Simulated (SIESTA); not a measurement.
Crystal: Si2Mo.

```
Mo Si
1.0
    -1.60000    1.60000    3.93050
     1.60000   -1.60000    3.93050
     1.60000    1.60000   -3.93050
Mo Si
1 2
Direct
  0.00000 0.00000 0.00000
  0.66700 0.66700 0.00000
  0.33300 0.33300 0.00000
```

```yaml
Program: SIESTA 5.4.2
Task: single point
Functional: PBEsol
Potentials_or_basis: PseudoDojo 0.4 standard (PBEsol files)
Basis: DZP (energy shift 0.003 Ry; two zetas on semicore shells)
Grid_cutoff: 800 Ry
Energy_shift: 0.003 Ry
k_mesh: 12 × 12 × 12
Occupations: fermi-dirac, width 0.05 eV
Spin: no spin polarisation
```

On this cell: pressure -1.3 GPa; largest force 0.285 eV/Å; band gap on the k mesh none (metal or under the smearing width).

The same run follows on a disturbed copy (atoms moved at random, drawn with an rms of 0.05 Å):

```
Mo Si
1.0
    -1.60000    1.60000    3.93050
     1.60000   -1.60000    3.93050
     1.60000    1.60000   -3.93050
Mo Si
1 2
Cartesian
  -0.0147 0.0359 0.0506
  0.0664 0.0136 5.2950
  0.0405 -0.0037 2.6189
```

Q: What does the disturbed cell give?

A: The energy (extrapolated to zero smearing) moves by +19.6 meV/atom; pressure -1.0 GPa; largest force 0.941 eV/Å; band gap on the k mesh none (metal or under the smearing width).

Forces in eV/Å, atoms in the order of the input:
```
Mo   0.623 -0.276 -0.361
Si  -0.500  0.043 -0.543
Si  -0.124  0.233  0.904
```

Stress tensor (GPa, compression positive):
```
-0.71 -0.32 -0.21
-0.32 -0.51  0.10
-0.21  0.10 -1.81
```

Caveats: the basis of atomic orbitals isn't converged, which shifts pressures, moduli and gaps.
